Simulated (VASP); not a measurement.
Wanted: the native input for a VASP 6.6.1 run.

- Task: single point
- Functional: revPBE
- Potentials or basis: VASP PAW PBE potentials, release 64 (Zr_sv)
- Cutoff: 520 eV
- k mesh: 12 × 12 × 12
- Occupations: fermi-dirac, width 0.1 eV
- Spin: no spin polarisation
- Dipole correction: no
- Further INCAR settings: ALGO = Fast; EDIFF = 1e-07; NBANDS = 12

The structure of Zr lies in POSCAR:

```
Zr
1.0
    2.8532862995      0.0000000000      0.0000000000
    0.0000000000      2.8532862995      0.0000000000
    0.0000000000      0.0000000000      2.8532862995
Zr
1
Direct
    0.0000000000      0.0000000000      0.0000000000
```

This isn't the form of Zr at room conditions, which is hcp.

One way to write it, as run:

INCAR

```
PREC = Accurate ; ENCUT = 520
EDIFF = 1E-7 ; ISMEAR = -1
SIGMA = 0.1 ; LREAL = False
LASPH = True ; NELM = 60
ALGO = Fast ; ISIF = 2
LWAVE = False ; LCHARG = False
GGA = RE ; NBANDS = 12
```

KPOINTS

```
regular mesh
0
Gamma
  12 12 12
```

Potentials or basis: VASP PAW PBE potentials, release 64 (Zr_sv).

Launch:

```sh
$ cat potpaw_PBE.64/Zr_sv/POTCAR > POTCAR
$ mpirun -np 1 vasp_std > vasp.out
```

It gave:

```yaml
Pressure: 6.5 GPa
Band_gap_on_the_k_mesh: none (metal or under the smearing width)
```

Caveat: the PAW data sets were made with another functional, which shifts forces and pressure a little.

It took 19 s on 1 thread of Intel(R) Xeon(R) Platinum 8488C (Sapphire Rapids) (shared host), peak memory 0.15 GiB.
